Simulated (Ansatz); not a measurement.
**GaP (F-43m): how far a G0W0 gap depends on its settings**

How well converged is a G0W0 gap of GaP (zincblende)?

Program: Ansatz 0.2.0. G0W0, plane waves. The values are computed, spin-unpolarised, and not measurements.

## Step 1: The system as given

The cell was relaxed beforehand with r2SCAN.

Space group F-43m (No. 216), cubic; a = 5.451 Å in the conventional setting, 20.24 Å³ an atom. Around Ga lie 4 P at 2.36 Å; around P lie 4 Ga at 2.36 Å.

As a file:

Space group F-43m (No. 216). a = 5.451 Å, b = 5.451 Å, c = 5.451 Å, α = 90.00°, β = 90.00°, γ = 90.00°
```
atom  site  symmetry       x       y       z
  Ga    4a      -43m  0.0000  0.0000  0.0000
   P    4d      -43m  0.2500  0.2500  0.7500
```

## Step 2: 65 empty bands, 80 eV

input.yaml reads:

```yaml
crystal:
  lattice:
    - [0.0, 2.7253992985, 2.7253992985]
    - [2.7253992985, 0.0, 2.7253992985]
    - [2.7253992985, 2.7253992985, 0.0]
  atoms:
    - { symbol: Ga, position: [0.0, 0.0, 0.0] }
    - { symbol: P, position: [0.25, 0.25, 0.25] }
kpoints:
  mp_grid: { grid: [4, 4, 4] }
hamiltonian:
  xc: pbe
scf:
  occupations: { method: fixed }
gw:
  n_empty_bands: 65
  ecut_chi: 80
  qp_bands: [v2, c2]
  qp_kpoints: band_edges
  screening: { model: contour_deformation }
```

The run is started by

```console
ansatz run input.yaml --threads 2 --pin off --max-ram 3686MiB --backend cpu --events-out ev --progress --plain --runs-dir out
```

## Step 3: 152 empty bands, 140 eV

Changes to input.yaml since step 2:

```diff
@@ -15,4 +15,4 @@
 gw:
-  n_empty_bands: 65
-  ecut_chi: 80
+  n_empty_bands: 152
+  ecut_chi: 140
   qp_bands: [v2, c2]
```

## Step 4: 279 empty bands, 210 eV

Changes to input.yaml since step 3:

```diff
@@ -15,4 +15,4 @@
 gw:
-  n_empty_bands: 152
-  ecut_chi: 140
+  n_empty_bands: 279
+  ecut_chi: 210
   qp_bands: [v2, c2]
```

## Step 5: Starting from HSE06

Changes to input.yaml since step 4:

```diff
@@ -11,3 +11,3 @@
 hamiltonian:
-  xc: pbe
+  xc: hse06
 scf:
@@ -15,4 +15,4 @@
 gw:
-  n_empty_bands: 279
-  ecut_chi: 210
+  n_empty_bands: 152
+  ecut_chi: 140
   qp_bands: [v2, c2]
```

## Step 6: Starting from LDA

Changes to input.yaml since step 5:

```diff
@@ -11,3 +11,3 @@
 hamiltonian:
-  xc: hse06
+  xc: lda
 scf:
```

## Step 7: Starting from r2SCAN

Changes to input.yaml since step 6:

```diff
@@ -11,3 +11,3 @@
 hamiltonian:
-  xc: lda
+  xc: r2scan
 scf:
```

## Step 8: A plasmon pole in place of the full frequency dependence

Changes to input.yaml since step 7:

```diff
@@ -11,3 +11,3 @@
 hamiltonian:
-  xc: r2scan
+  xc: pbe
 scf:
@@ -19,2 +19,2 @@
   qp_kpoints: band_edges
-  screening: { model: contour_deformation }
+  screening: { model: godby_needs }
```

## Step 9: A finer mesh, 6×6×6

Changes to input.yaml since step 8:

```diff
@@ -9,3 +9,3 @@
 kpoints:
-  mp_grid: { grid: [4, 4, 4] }
+  mp_grid: { grid: [6, 6, 6] }
 hamiltonian:
@@ -15,6 +15,6 @@
 gw:
-  n_empty_bands: 152
-  ecut_chi: 140
+  n_empty_bands: 65
+  ecut_chi: 80
   qp_bands: [v2, c2]
   qp_kpoints: band_edges
-  screening: { model: godby_needs }
+  screening: { model: contour_deformation }
```

## Step 10: Norm-conserving pseudopotentials

Changes to input.yaml since step 9:

```diff
@@ -9,5 +9,6 @@
 kpoints:
-  mp_grid: { grid: [6, 6, 6] }
+  mp_grid: { grid: [4, 4, 4] }
 hamiltonian:
   xc: pbe
+  pseudopotentials: { kind: nc }
 scf:
@@ -15,4 +16,4 @@
 gw:
-  n_empty_bands: 65
-  ecut_chi: 80
+  n_empty_bands: 152
+  ecut_chi: 140
   qp_bands: [v2, c2]
```

Before running it: what results should come out? Wanted: for each run, start; potentials; frequencies; empty bands; cutoff; Kohn-Sham gap; G0W0 gap.

As calculated:

| start | potentials | frequencies | empty bands | cutoff (eV) | mesh | Kohn-Sham gap (eV) | G0W0 gap (eV) |
| --- | --- | --- | --- | --- | --- | --- | --- |
| PBE | PAW | full | 65 | 80 | 4×4×4 | 1.63 | 1.97 |
| PBE | PAW | full | 152 | 140 | 4×4×4 | 1.63 | 2.09 |
| PBE | PAW | full | 279 | 210 | 4×4×4 | 1.63 | 2.13 |
| HSE06 | PAW | full | 152 | 140 | 4×4×4 | 2.30 | 2.39 |
| LDA | PAW | full | 152 | 140 | 4×4×4 | 1.46 | 2.04 |
| r2SCAN | PAW | full | 152 | 140 | 4×4×4 | 1.88 | 2.25 |
| PBE | PAW | pole | 152 | 140 | 4×4×4 | 1.63 | 2.05 |
| PBE | PAW | full | 65 | 80 | 6×6×6 | 1.65 | 2.03 |
| PBE | NC | full | 152 | 140 | 4×4×4 | 1.63 | 2.08 |

Gaps are those on each run's own mesh.

What this shows: With bands and cutoff raised together, from 65 bands at 80 eV to 279 at 210 eV, the gap moves by +0.16 eV, and on the last rung by +0.05 eV; extrapolated in 1/N from the last two rungs, the limit on this k mesh would lie near 2.2 eV. The starting point matters: against PBE, HSE06 gives +0.31 eV, LDA gives -0.05 eV, r2SCAN gives +0.16 eV. The plasmon pole changes the gap by -0.034 eV. Norm-conserving potentials change it by -0.002 eV. On the finer mesh the quasiparticle shift is +0.38 eV, against +0.34 eV on the coarse one.
